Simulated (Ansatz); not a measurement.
Crystal: Fe.

```
Fe
1.0
     0.00000    1.94174    1.96511
     1.49844    0.00000    1.96511
     1.49844    1.94174    0.00000
Fe
1
Direct
  0.00000 0.00000 0.00000
```

| Property | Result |
| --- | --- |
| Program | Ansatz 0.2.0 |
| Task | relaxation of cell and atoms |
| Functional | PBE |
| Potentials or basis | Ansatz PAW |
| Cutoff | 420 eV (not typed: the program's choice for these potentials) |
| k mesh | 13 × 13 × 13 |
| Occupations | fermi-dirac, width 0.05 eV |
| Spin | collinear spin, ferromagnetic start |
| Starting moments | [3.0] μB |

At the start: volume 11.44 Å³/atom.

Question: How do energy, volume and symmetry change on relaxing?

Answer: It ends after 9 steps and the volume is 11.31 Å³/atom (-1.1 %); space group Im-3m (No. 229, to 0.05 Å); moment 2.12 μB per cell.

Step by step:
| step | energy change (eV) | largest force (eV/Å) | volume (Å³) |
| --- | --- | --- | --- |
| 1 | 0.0000 | 0.0000 | 11.44 |
| 2 | -0.0115 | 0.0000 | 11.40 |
| 3 | -0.0143 | 0.0000 | 11.02 |
| 4 | -0.0191 | 0.0000 | 11.35 |
| 5 | -0.0192 | 0.0000 | 11.31 |
| 6 | -0.0192 | 0.0000 | 11.31 |
| 7 | -0.0192 | 0.0000 | 11.31 |
| 8 | -0.0192 | 0.0000 | 11.31 |
| 9 | -0.0192 | 0.0000 | 11.31 |

Final structure:
```
Fe
1.0
     0.00000    1.99965    1.99973
     1.41403    0.00000    1.99973
     1.41403    1.99965    0.00000
Fe
1
Direct
  0.00000 0.00000 0.00000
```

Caveat: the plane-wave basis is chosen anew once the cell has moved, so the energies of steps on either side of that aren't comparable.
